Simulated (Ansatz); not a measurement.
## TiO: strain energy, fitted

TiO, P-62m, a = 5.027 Å, c = 2.904 Å. This isn't the usual stable structure of the compound. Ansatz: r2SCAN+U, PAW, 500 eV, Γ-centred 12×12×12 mesh on 6 atoms, Gaussian smearing 0.10 eV; U_eff Ti 4.00 eV; no spin polarisation. Series: uniaxial strain along c, with a, b and atoms relaxed; x is the strain in per cent. y is the free energy over the unstrained cell, V0 = 10.594 Å³/atom.

```tsv
x (%)	y (meV/atom)
-2.0	?
-1.0	1.03
0.0	0.00
1.0	1.03
2.0	4.09
```

Problem. Fit y = c2 x² + c3 x³ to the other rows, turn c2 into a modulus, and predict the missing energy.

Solution. Least squares on the rows shown. y = 1.029 x² − 0.002927 x³. In eV per unit strain² c2 is 10.29; this is Young's modulus along the axis (E = ½ Y V0 ε²): 2 × 10.29 × 160.2 / (10.594) = 311 GPa. At x = -2.0 the fit asked for gives 4.14 meV/atom. The run gave 4.15 meV/atom, so the fit is 0.01 meV/atom too low, a small miss on the scale of the series. The form still works here, 33 % of the fitted range beyond its end.

Spin polarisation was left out, and a magnetic state may lie lower.